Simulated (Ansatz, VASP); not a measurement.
# Os: VASP beside Ansatz

```
Os
1.0
    -1.53095    1.53095    1.53095
     1.53095   -1.53095    1.53095
     1.53095    1.53095   -1.53095
Os
1
Direct
  0.00000 0.00000 0.00000
```

Alike in both runs: task single point; functional PBEsol; k mesh 20 × 20 × 20; occupations gaussian, width 0.1 eV; non-collinear spin, spin-orbit coupling.

```csv
,VASP,Ansatz
version,VASP 6.6.1,Ansatz 0.2.0
potentials or method,"VASP PAW PBE potentials, release 64 (Os)","plane waves, PAW"
plane-wave cutoff (eV),520,420
valence electrons in the cell,8,16
```

|  | VASP | Ansatz | Ansatz less VASP |
| --- | --- | --- | --- |
| gap on the k mesh at the Fermi level (eV) | none | none | - |
| pressure (GPa) | 1.6 | 0.9 | -0.65 |
| net moment per atom (μB) | 0.00 | 0.00 | 0.000 |

A gap of «none» marks a metal or a gap that the smearing closes. The functional is the same, so the differences come from potentials, cutoffs and numerics. The two sets of potentials don't hold the same shells in valence. Ansatz warned: «pseudo_functional_mismatch».

Caveats: the PAW data sets were made with another functional, which shifts forces and pressure a little (VASP).
